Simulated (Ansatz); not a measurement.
Crystal: CaSe.

```
Se Ca
1.0
     0.00000    2.95600    2.95600
     2.95600    0.00000    2.95600
     2.95600    2.95600    0.00000
Se Ca
1 1
Cartesian
  2.9560 2.9560 2.9560
  0.0000 0.0000 0.0000
```

Base run:

```yaml
Program: Ansatz 0.2.0
Functional: PBEsol
Potentials_or_basis: all-electron PAW datasets made for the crystal
Cutoff: 220 eV (chosen from the basis error)
k_mesh: 6 × 6 × 6
Occupations: fermi-dirac, width 0.05 eV
Spin: no spin polarisation
```

Its results: band gap on the k mesh 1.93 eV, indirect (least direct gap 2.88 eV); pressure -1.1 GPa.

Q: The run is repeated on the same cell with these changes: functional from PBEsol to PBE0; cutoff from 220 eV (chosen from the basis error) to 250 eV (chosen from the basis error). What comes out?

A: Band gap on the k mesh 3.65 eV, indirect (least direct gap 4.72 eV); pressure 0.8 GPa.

PBE0 gives the wider gap, since exact exchange removes part of the self-interaction.

A k mesh can miss the band edges.
